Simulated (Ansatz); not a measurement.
A plane-wave DFT run in Ansatz 0.2.0 (scalar-relativistic PAW potentials unless the input names others): input and command.

```yaml
crystal:
  lattice:
    - [2.0891998036, -2.1017673939, 0.0]
    - [2.0891998036, 2.1017673939, 0.0]
    - [0.0, 0.0, 4.7597181726]
  atoms:
    - { symbol: Cu, position: [0.0, 0.5, 0.0], spin: 2.0 }
    - { symbol: Cu, position: [0.5, 0.0, 0.5] }
    - { symbol: O, position: [0.5, 0.5, 0.25] }
    - { symbol: O, position: [0.5, 0.5, 0.75] }
basis:
  ecutwfc: 420
kpoints:
  mp_grid: { grid: [16, 16, 10] }
hamiltonian:
  xc: pbe
  hubbard: { sites: [{ species: Cu, l: d, u_eff: 4.0 }] }
scf:
  occupations: { method: gaussian, width: 0.15 }
  max_iter: 50
output:
  forces: true
  eigenvalues: true
  stress: true
```

```bash
ansatz run input.yaml --threads 2 --pin off --max-ram 5120MiB --backend cpu --events-out ev --progress --plain --runs-dir out
```

**Question.** Will this input run?

**Answer.** The program refuses it, because of a moment without spin polarisation (crystal.atoms[0].spin: not typed → 2.0). Without that key it is accepted.

Abridged log:
```
Error: inconsistent input (magnetization.spin_polarized): false but per-atom `spin:`, `per_species`, `initial_magnetization`, `magnetic_field`, or `spin_locking` is set
```